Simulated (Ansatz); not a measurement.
# Ruthenium, omega (AlB2-type) under r²SCAN: structure, energy and stiffness, part 2 of 2

What does r²SCAN give for ruthenium in the omega (AlB2-type) structure? We relax it, solve it on a dense k-mesh, then scale the cell to 7 volumes from 88 to 112 % of the relaxed one and try a fit of the equation of state. Spin polarisation is left out. The k-meshes are 9×9×12 for the relaxation; 11×11×16 for the dense run; 10×10×13 for the volumes.

Ansatz 0.2.0; DFT, r2SCAN, plane waves (500 eV) with PAW, scalar-relativistic. The steps go on from the part before.

**5. At 92 % of the relaxed volume**

input.yaml

```yaml
crystal:
  lattice:
    - [4.1235636354, 0.0, 0.0]
    - [-2.0617818177, 3.5711108624, 0.0]
    - [0.0, 0.0, 2.5921157094]
  atoms:
    - { symbol: Ru, position: [0.0, 0.0, 0.0] }
    - { symbol: Ru, position: [0.3333333333, 0.6666666667, 0.5] }
    - { symbol: Ru, position: [0.6666666667, 0.3333333333, 0.5] }
hamiltonian:
  xc: r2scan
  pseudopotentials:
    kind: paw
    azcp:
      Ru: "pseudopotentials/Ru.paw.azcp"
basis:
  ecutwfc: 500
  fft_grid_basis: typed
kpoints:
  mp_grid: { grid: [10, 10, 13], shift: [0, 0, 0] }
magnetization:
  spin_polarized: false
scf:
  occupations: { method: fermi_dirac, width: 0.1 }
  lower_state_search: "off"
output:
  stress: true
```

On the command line:

```sh
> ansatz run input.yaml --threads 1 --pin off --max-ram 3584MiB --backend cpu --events-out ev --progress --plain --runs-dir out
```

Standard output, shortened:

```text
[...]
Pseudopotentials: kind: paw
Pseudopotential: Ru, paw, valence charge 16, recommended cutoff 500 eV (meta_gga), <dir>
Functional definition: r2SCAN
[...]
Crystal: 3 atoms, lattice volume = 38.171 Å³
Basis set: ecut = 500 eV, 963 PW (Γ), exchange–correlation on 128×128×80 points (64 copies of the dense FFT grid, shifted against one another)
Bands: 29, of which v1, the nominal top of the filled ones, is band 24 counted from 1 (23 counted from 0)
Symmetry: 24 space group operations
Space group: P6/mmm (ITA 191), of the structure as read, at distance tolerance 3.4e-5 Å
k-points: 98 of 1300
[...]
SCF iter   1: F=-17671.047169 eV  HF=-17671.020666 eV  |F-HF|=2.65e-2  |Δ(HF+E_count)|=         —  Δρ=1.35e-2  dr2=2.79e-2  dr2_τ=3.05e-2  ethr=1.77e-3  ⟨swp⟩=5.1  Hψ=11081  notcnv=0
[...]
SCF iter   8: F=-17671.059836 eV  HF=-17671.059836 eV  |F-HF|=3.97e-9  |Δ(HF+E_count)|=   7.52e-8  Δρ=4.60e-6  dr2=5.74e-9  dr2_τ=6.27e-10  ethr=2.08e-10  ⟨swp⟩=4.0  Hψ=9380  notcnv=0
[...]
SCF converged after 8 iterations
Free energy (F): -17671.059836 eV
[...]
E sigma→0 (E₀):  -17671.012470 eV
Entropy (-TS):   -0.094731 eV (-31.577 meV/atom)
Fermi energy:    25.552468 eV
[...]
--- Stress (GPa, compression-positive) ---
       33.432568       0.000000       0.000000
       -0.000000      33.432568       0.000000
        0.000000       0.000000      30.141733
  P = ⅓ Tr σ = 32.3356 GPa (323.356 kbar)
```

It took 17 s on 1 thread of Intel Xeon Platinum 8259CL at 2.50GHz (Skylake/Cascade Lake), shared host; peak memory 0.64 GiB.

**6. At 96 % of the relaxed volume**

Changes to input.yaml since step 5:

```diff
@@ -2,5 +2,5 @@
   lattice:
-    - [4.1235636354, 0.0, 0.0]
-    - [-2.0617818177, 3.5711108624, 0.0]
-    - [0.0, 0.0, 2.5921157094]
+    - [4.1824796472, 0.0, 0.0]
+    - [-2.0912398236, 3.6221336253, 0.0]
+    - [0.0, 0.0, 2.6291509375]
   atoms:
```

On the command line:

```sh
> ansatz run input.yaml --threads 1 --pin off --max-ram 3584MiB --backend cpu --events-out ev --progress --plain --runs-dir out
```

Standard output, shortened:

```text
[...]
[... 3 set-up lines as earlier in the session ...]
[...]
Crystal: 3 atoms, lattice volume = 39.830 Å³
Basis set: ecut = 500 eV, 1011 PW (Γ), exchange–correlation on 128×128×80 points (64 copies of the dense FFT grid, shifted against one another)
Bands: 29, of which v1, the nominal top of the filled ones, is band 24 counted from 1 (23 counted from 0)
[... 2 set-up lines as earlier in the session ...]
k-points: 98 of 1300
[...]
SCF iter   1: F=-17671.286709 eV  HF=-17671.263802 eV  |F-HF|=2.29e-2  |Δ(HF+E_count)|=         —  Δρ=1.31e-2  dr2=2.58e-2  dr2_τ=2.58e-2  ethr=1.77e-3  ⟨swp⟩=5.1  Hψ=10718  notcnv=0
[...]
SCF iter   8: F=-17671.297895 eV  HF=-17671.297895 eV  |F-HF|=5.36e-9  |Δ(HF+E_count)|=   9.29e-8  Δρ=4.49e-6  dr2=5.51e-9  dr2_τ=5.51e-10  ethr=2.08e-10  ⟨swp⟩=4.0  Hψ=9266  notcnv=0
[...]
SCF converged after 8 iterations
Free energy (F): -17671.297895 eV
[...]
E sigma→0 (E₀):  -17671.247430 eV
Entropy (-TS):   -0.100931 eV (-33.644 meV/atom)
Fermi energy:    24.256457 eV
[...]
--- Stress (GPa, compression-positive) ---
       14.687602       0.000000       0.000000
        0.000000      14.687602       0.000000
        0.000000       0.000000      13.581582
  P = ⅓ Tr σ = 14.3189 GPa (143.189 kbar)
```

It took 19 s on 1 thread of Intel Xeon Platinum 8259CL at 2.50GHz (Skylake/Cascade Lake), shared host; peak memory 0.65 GiB.

**7. At 100 % of the relaxed volume**

Changes to input.yaml since step 6:

```diff
@@ -2,5 +2,5 @@
   lattice:
-    - [4.1824796472, 0.0, 0.0]
-    - [-2.0912398236, 3.6221336253, 0.0]
-    - [0.0, 0.0, 2.6291509375]
+    - [4.2397810094, 0.0, 0.0]
+    - [-2.1198905047, 3.6717580606, 0.0]
+    - [0.0, 0.0, 2.6651711798]
   atoms:
```

On the command line:

```sh
> ansatz run input.yaml --threads 1 --pin off --max-ram 3584MiB --backend cpu --events-out ev --progress --plain --runs-dir out
```

Standard output, shortened:

```text
[...]
[... 3 set-up lines as earlier in the session ...]
[...]
Crystal: 3 atoms, lattice volume = 41.490 Å³
Basis set: ecut = 500 eV, 1047 PW (Γ), exchange–correlation on 128×128×80 points (64 copies of the dense FFT grid, shifted against one another)
Bands: 29, of which v1, the nominal top of the filled ones, is band 24 counted from 1 (23 counted from 0)
[... 2 set-up lines as earlier in the session ...]
k-points: 98 of 1300
[...]
SCF iter   1: F=-17671.357619 eV  HF=-17671.337220 eV  |F-HF|=2.04e-2  |Δ(HF+E_count)|=         —  Δρ=1.28e-2  dr2=2.58e-2  dr2_τ=2.39e-2  ethr=1.77e-3  ⟨swp⟩=5.0  Hψ=10559  notcnv=0
[...]
SCF iter   8: F=-17671.369279 eV  HF=-17671.369279 eV  |F-HF|=6.92e-9  |Δ(HF+E_count)|=   1.54e-7  Δρ=4.49e-6  dr2=5.29e-9  dr2_τ=4.89e-10  ethr=2.08e-10  ⟨swp⟩=4.1  Hψ=9368  notcnv=0
[...]
SCF converged after 8 iterations
Free energy (F): -17671.369279 eV
[...]
E sigma→0 (E₀):  -17671.315517 eV
Entropy (-TS):   -0.107525 eV (-35.842 meV/atom)
Fermi energy:    23.062193 eV
[...]
--- Stress (GPa, compression-positive) ---
       -0.197891       0.000000       0.000000
       -0.000000      -0.197891       0.000000
        0.000000       0.000000       0.445846
  P = ⅓ Tr σ = 0.0167 GPa (0.167 kbar)
```

It took 19 s on 1 thread of Intel Xeon Platinum 8259CL at 2.50GHz (Skylake/Cascade Lake), shared host; peak memory 0.65 GiB.

**8. At 104 % of the relaxed volume**

Changes to input.yaml since step 7:

```diff
@@ -2,5 +2,5 @@
   lattice:
-    - [4.2397810094, 0.0, 0.0]
-    - [-2.1198905047, 3.6717580606, 0.0]
-    - [0.0, 0.0, 2.6651711798]
+    - [4.2955739998, 0.0, 0.0]
+    - [-2.1477869999, 3.7200762077, 0.0]
+    - [0.0, 0.0, 2.7002432436]
   atoms:
```

On the command line:

```sh
> ansatz run input.yaml --threads 1 --pin off --max-ram 3584MiB --backend cpu --events-out ev --progress --plain --runs-dir out
```

Standard output, shortened:

```text
[...]
[... 3 set-up lines as earlier in the session ...]
[...]
Crystal: 3 atoms, lattice volume = 43.150 Å³
Basis set: ecut = 500 eV, 1095 PW (Γ), exchange–correlation on 128×128×80 points (64 copies of the dense FFT grid, shifted against one another)
Bands: 29, of which v1, the nominal top of the filled ones, is band 24 counted from 1 (23 counted from 0)
[... 2 set-up lines as earlier in the session ...]
k-points: 98 of 1300
[...]
SCF iter   1: F=-17671.295292 eV  HF=-17671.276462 eV  |F-HF|=1.88e-2  |Δ(HF+E_count)|=         —  Δρ=1.26e-2  dr2=2.71e-2  dr2_τ=2.38e-2  ethr=1.77e-3  ⟨swp⟩=4.8  Hψ=10260  notcnv=0
[...]
SCF iter   8: F=-17671.308481 eV  HF=-17671.308481 eV  |F-HF|=1.21e-8  |Δ(HF+E_count)|=   2.88e-7  Δρ=5.92e-6  dr2=9.38e-9  dr2_τ=8.71e-10  ethr=2.08e-10  ⟨swp⟩=4.3  Hψ=10322  notcnv=0
[...]
SCF converged after 8 iterations
Free energy (F): -17671.308481 eV
[...]
E sigma→0 (E₀):  -17671.251243 eV
Entropy (-TS):   -0.114475 eV (-38.158 meV/atom)
Fermi energy:    21.958359 eV
[...]
--- Stress (GPa, compression-positive) ---
      -11.997270       0.000000       0.000000
        0.000000     -11.997270       0.000000
        0.000000       0.000000      -9.951376
  P = ⅓ Tr σ = -11.3153 GPa (-113.153 kbar)
```

Run time: 19 s. Hardware: 1 thread of Intel Xeon Platinum 8259CL at 2.50GHz (Skylake/Cascade Lake), shared host; peak memory 0.65 GiB.

**9. At 108 % of the relaxed volume**

Changes to input.yaml since step 8:

```diff
@@ -2,5 +2,5 @@
   lattice:
-    - [4.2955739998, 0.0, 0.0]
-    - [-2.1477869999, 3.7200762077, 0.0]
-    - [0.0, 0.0, 2.7002432436]
+    - [4.3499541272, 0.0, 0.0]
+    - [-2.1749770636, 3.7671707794, 0.0]
+    - [0.0, 0.0, 2.7344271667]
   atoms:
```

On the command line:

```sh
> ansatz run input.yaml --threads 1 --pin off --max-ram 3584MiB --backend cpu --events-out ev --progress --plain --runs-dir out
```

Standard output, shortened:

```text
[...]
[... 3 set-up lines as earlier in the session ...]
[...]
Crystal: 3 atoms, lattice volume = 44.809 Å³
Basis set: ecut = 500 eV, 1131 PW (Γ), exchange–correlation on 128×128×80 points (64 copies of the dense FFT grid, shifted against one another)
Bands: 29, of which v1, the nominal top of the filled ones, is band 24 counted from 1 (23 counted from 0)
[... 1 set-up line as earlier in the session ...]
Space group: P6/mmm (ITA 191), of the structure as read, at distance tolerance 3.6e-5 Å
k-points: 98 of 1300
[...]
SCF iter   1: F=-17671.126259 eV  HF=-17671.110039 eV  |F-HF|=1.62e-2  |Δ(HF+E_count)|=         —  Δρ=1.26e-2  dr2=3.12e-2  dr2_τ=2.48e-2  ethr=1.77e-3  ⟨swp⟩=4.7  Hψ=10114  notcnv=0
[...]
SCF iter   8: F=-17671.143086 eV  HF=-17671.143086 eV  |F-HF|=2.47e-8  |Δ(HF+E_count)|=   4.42e-7  Δρ=8.41e-6  dr2=2.18e-8  dr2_τ=1.98e-9  ethr=2.08e-10  ⟨swp⟩=4.6  Hψ=10623  notcnv=0
[...]
SCF converged after 8 iterations
Free energy (F): -17671.143086 eV
[...]
E sigma→0 (E₀):  -17671.082215 eV
Entropy (-TS):   -0.121741 eV (-40.580 meV/atom)
Fermi energy:    20.935265 eV
[...]
--- Stress (GPa, compression-positive) ---
      -21.318883       0.000000       0.000000
        0.000000     -21.318883       0.000000
        0.000000       0.000000     -18.152590
  P = ⅓ Tr σ = -20.2635 GPa (-202.635 kbar)
```

Run time: 21 s. Hardware: 1 thread of Intel Xeon Platinum 8259CL at 2.50GHz (Skylake/Cascade Lake), shared host; peak memory 0.66 GiB.

**10. At 112 % of the relaxed volume**

Changes to input.yaml since step 9:

```diff
@@ -2,5 +2,5 @@
   lattice:
-    - [4.3499541272, 0.0, 0.0]
-    - [-2.1749770636, 3.7671707794, 0.0]
-    - [0.0, 0.0, 2.7344271667]
+    - [4.4030075769, 0.0, 0.0]
+    - [-2.2015037884, 3.8131164147, 0.0]
+    - [0.0, 0.0, 2.7677771263]
   atoms:
```

On the command line:

```sh
> ansatz run input.yaml --threads 1 --pin off --max-ram 3584MiB --backend cpu --events-out ev --progress --plain --runs-dir out
```

Standard output, shortened:

```text
[...]
[... 3 set-up lines as earlier in the session ...]
[...]
Crystal: 3 atoms, lattice volume = 46.469 Å³
Basis set: ecut = 500 eV, 1163 PW (Γ), exchange–correlation on 144×144×96 points (64 copies of the dense FFT grid, shifted against one another)
Bands: 29, of which v1, the nominal top of the filled ones, is band 24 counted from 1 (23 counted from 0)
[... 2 set-up lines as earlier in the session ...]
k-points: 98 of 1300
[...]
SCF iter   1: F=-17670.871009 eV  HF=-17670.860678 eV  |F-HF|=1.03e-2  |Δ(HF+E_count)|=         —  Δρ=1.28e-2  dr2=3.98e-2  dr2_τ=2.67e-2  ethr=1.77e-3  ⟨swp⟩=4.5  Hψ=9989  notcnv=0
[...]
SCF iter   9: F=-17670.895315 eV  HF=-17670.895315 eV  |F-HF|=6.65e-9  |Δ(HF+E_count)|=   4.12e-7  Δρ=9.92e-6  dr2=4.40e-8  dr2_τ=2.77e-9  ethr=2.08e-10  ⟨swp⟩=4.4  Hψ=9459  notcnv=0
[...]
SCF converged after 9 iterations
Free energy (F): -17670.895315 eV
[...]
E sigma→0 (E₀):  -17670.830672 eV
Entropy (-TS):   -0.129287 eV (-43.096 meV/atom)
Fermi energy:    19.984503 eV
[...]
--- Stress (GPa, compression-positive) ---
      -28.643826       0.000000       0.000000
        0.000000     -28.643826       0.000000
        0.000000       0.000000     -24.586976
  P = ⅓ Tr σ = -27.2915 GPa (-272.915 kbar)
```

It took 30 s on 1 thread of Intel Xeon Platinum 8259CL at 2.50GHz (Skylake/Cascade Lake), shared host; peak memory 0.71 GiB.

**11. Fitting the volumes**

The cell was scaled evenly, with its shape and the fractional positions fixed.

```csv
V (Å³/atom),E − E₀ (meV/atom),P from the stress (GPa),P from the fit (GPa)
12.170,249.3,55.02,54.86
12.724,101.0,32.34,32.02
13.277,22.6,14.32,13.98
13.830,0.0,0.02,-0.30
14.383,21.4,-11.32,-11.63
14.936,77.7,-20.26,-20.62
15.490,161.6,-27.29,-27.74
```

Fit (Birch-Murnaghan, third order): V₀ = 13.817 Å³/atom, B₀ = 319 GPa, B₀′ = 4.8, largest residual 0.08 meV/atom.

Fit and stress differ a little: one follows E(σ → 0), the other the smeared free energy.

**12. What came out**

The summary covers parts 1 to 2.

| quantity | value |
| --- | --- |
| space group (spins left aside) | P6/mmm (No. 191) |
| conventional cell | a = 4.240 Å, c = 2.665 Å (c/a = 0.629) |
| volume | 13.830 Å³/atom |
| shortest distance | 2.448 Å |
| gap on the mesh | none (levels filled in part) |
| relative to hcp | +271 meV/atom |
| V₀, B₀, B₀′ | 13.817 Å³/atom, 319 GPa, 4.8 |

In words: From the guessed start the volume grew by 2.0 % in 6 steps. Against the reference form of ruthenium (hcp, computed apart with the same settings) it stands 271 meV/atom higher, so it is far from stable. No gap shows: it is a metal or semimetal at this level. The fitted modulus is 319 GPa, among the stiffest elements; letting shape and positions relax at each volume could only lower it. The symmetry was held, so the structure may be unstable against distortions that break it.
